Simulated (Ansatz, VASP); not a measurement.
## ZnO in VASP and in Ansatz

INCAR

```
SYSTEM = ZnO
ALGO = Normal ; EDIFF = 1E-6
ENCUT = 520 ; GGA = PE
ISIF = 2 ; ISMEAR = 0
LASPH = .TRUE. ; LCHARG = .FALSE.
LREAL = .FALSE. ; LWAVE = .FALSE.
NBANDS = 16 ; NELM = 100
PREC = Accurate ; SIGMA = 0.05
```

File KPOINTS:

```
k-points
0
G
  14 14 14
  0 0 0
```

Contents of POSCAR:

```
ZnO
1.0
    0.0000000000      2.2378228118      2.2378228118
    2.2378228118      0.0000000000      2.2378228118
    2.2378228118      2.2378228118      0.0000000000
Zn O
1 1
Direct
    0.0000000000      0.0000000000      0.0000000000
    0.5000000000      0.5000000000      0.5000000000
```

Input for Ansatz:

```yaml
crystal:
  lattice:
    - [0.0, 2.2378228118, 2.2378228118]
    - [2.2378228118, 0.0, 2.2378228118]
    - [2.2378228118, 2.2378228118, 0.0]
  atoms:
    - { symbol: Zn, position: [0.0, 0.0, 0.0] }
    - { symbol: O, position: [0.5, 0.5, 0.5] }
basis:
  ecutwfc: 420
kpoints:
  mp_grid: { grid: [14, 14, 14] }
hamiltonian:
  xc: pbe
scf:
  occupations: { method: gaussian, width: 0.05 }
output:
  forces: true
  stress: true
  eigenvalues: true
```

Alike in both runs: task single point; functional PBE; k mesh 14 × 14 × 14; occupations gaussian, width 0.05 eV; no spin polarisation.

|  | VASP | Ansatz |
| --- | --- | --- |
| version | VASP 6.6.1 | Ansatz 0.2.0 |
| potentials or method | VASP PAW PBE potentials, release 64 (Zn, O) | scalar-relativistic, plane waves, PAW |
| plane-wave cutoff (eV) | 520 | 420 |
| valence electrons in the cell | 18 | 18 |

Ansatz gave:

- gap on the k mesh at the Fermi level (eV): 0.34
- least direct gap on the mesh (eV): 1.26
- pressure (GPa): -13.1

Question: Which values does VASP return?

Answer: gap on the k mesh at the Fermi level (eV): 0.31; least direct gap on the mesh (eV): 1.24; pressure (GPa): -12.6.

The functional is the same, so the differences come from potentials, cutoffs and numerics.
